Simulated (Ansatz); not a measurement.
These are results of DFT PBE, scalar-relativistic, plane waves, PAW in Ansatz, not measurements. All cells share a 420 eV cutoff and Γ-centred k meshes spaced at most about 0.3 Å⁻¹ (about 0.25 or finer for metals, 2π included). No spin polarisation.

Each guess is relaxed in cell and atoms at zero pressure, on a coarse mesh first where it starts far from rest and then on a converged one. The steps can't lower the symmetry of the start, but it can rise. Energies are static (0 K, no zero-point motion).

Two unrelaxed guesses for In3GaP4:

A.

```cif
data_structure
_symmetry_space_group_name_H-M 'P4/mmm'
_symmetry_Int_Tables_number 123
_cell_length_a 3.9567
_cell_length_b 3.9567
_cell_length_c 11.1913
_cell_angle_alpha 90.000
_cell_angle_beta 90.000
_cell_angle_gamma 90.000
_cell_volume 175.21
loop_
_atom_site_label
_atom_site_type_symbol
_atom_site_symmetry_multiplicity
_atom_site_Wyckoff_symbol
_atom_site_fract_x
_atom_site_fract_y
_atom_site_fract_z
_atom_site_occupancy
In1 In 1 a 0.00000 0.00000 0.00000 1
In2 In 2 h 0.50000 0.50000 0.25000 1
Ga1 Ga 1 b 0.00000 0.00000 0.50000 1
P1 P 2 g 0.00000 0.00000 0.25000 1
P2 P 1 d 0.50000 0.50000 0.50000 1
P3 P 1 c 0.50000 0.50000 0.00000 1
```

B.

```cif
data_structure
_symmetry_space_group_name_H-M 'Pm-3m'
_symmetry_Int_Tables_number 221
_cell_length_a 5.5956
_cell_length_b 5.5956
_cell_length_c 5.5956
_cell_angle_alpha 90.000
_cell_angle_beta 90.000
_cell_angle_gamma 90.000
_cell_volume 175.21
loop_
_atom_site_label
_atom_site_type_symbol
_atom_site_symmetry_multiplicity
_atom_site_Wyckoff_symbol
_atom_site_fract_x
_atom_site_fract_y
_atom_site_fract_z
_atom_site_occupancy
In1 In 3 d 0.00000 0.00000 0.50000 1
Ga1 Ga 1 b 0.50000 0.50000 0.50000 1
P1 P 3 c 0.50000 0.50000 0.00000 1
P2 P 1 a 0.00000 0.00000 0.00000 1
```

Question: Do they relax into the same structure? If not, which is lower?

Answer: No. A ends lower, by 13 meV/atom. A: P4/mmm at 21.9 Å³/atom → P4/mmm at 20.3 Å³/atom; B: Pm-3m at 21.9 Å³/atom → Pm-3m at 20.4 Å³/atom. Counting P atoms around Ga and In (those within 1.25 times the shortest such distance or 1.15 times the sum of covalent radii; the shortest distance is added where it is long for a bond), the end of A has In 6, Ga 6 and the end of B has In 6, Ga 6 from 2.7 Å. End of A. Conventional cell: a = 3.867 Å, c = 10.885 Å. In on a site of symmetry 4/mmm is surrounded by 6 P at 2.73–2.89 Å; Ga is surrounded by 2 P at 2.55 Å and 4 P at 2.73 Å; P on a site of symmetry 4mm is surrounded by 1 Ga at 2.55 Å and 5 In at 2.74–2.89 Å; 3 more sites not described. End of B. Conventional cell: a = 5.461 Å. In has 6 P at 2.73 Å; Ga is surrounded by 6 P at 2.73 Å; P on a site of symmetry 4/mmm is surrounded by 2 Ga at 2.73 Å and 4 In at 2.73 Å; 1 more site not described.

Ends held by symmetry can be saddle points. Neither end is the lowest form computed: that has In and Ga ordered on zinc blende sites, space group P-43m (No. 215) and lies 294 meV/atom below the better end. The k mesh leaves some 4 meV/atom of noise in the energy of each metallic cell. Some structure types and database cells were kept out of the candidates from the start, so a known form may be missing.
